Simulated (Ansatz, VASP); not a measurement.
Sb in VASP and in Ansatz

```
CELL_PARAMETERS angstrom
-1.89626 1.89626 1.89626
1.89626 -1.89626 1.89626
1.89626 1.89626 -1.89626
ATOMIC_POSITIONS crystal
Sb 0.00000 0.00000 0.00000
```

Alike in both runs: task single point; functional PBE; k mesh 13 × 13 × 13; occupations fermi-dirac, width 0.1 eV; no spin polarisation.

|  | VASP | Ansatz |
| --- | --- | --- |
| version | VASP 6.6.1 | Ansatz 0.2.0 |
| potentials or method | VASP PAW PBE potentials, release 64 (Sb) | plane waves (420 eV) with PAW, scalar-relativistic |
| plane-wave cutoff (eV) | 520 | 420 |
| valence electrons in the cell | 5 | 15 |

```tsv
	VASP	Ansatz	Ansatz less VASP
pressure (GPa)	-0.3	-0.1	+0.14
```

The two sets of potentials don't hold the same shells in valence.

The runs have no spin-orbit coupling, so splittings on Sb are missing.
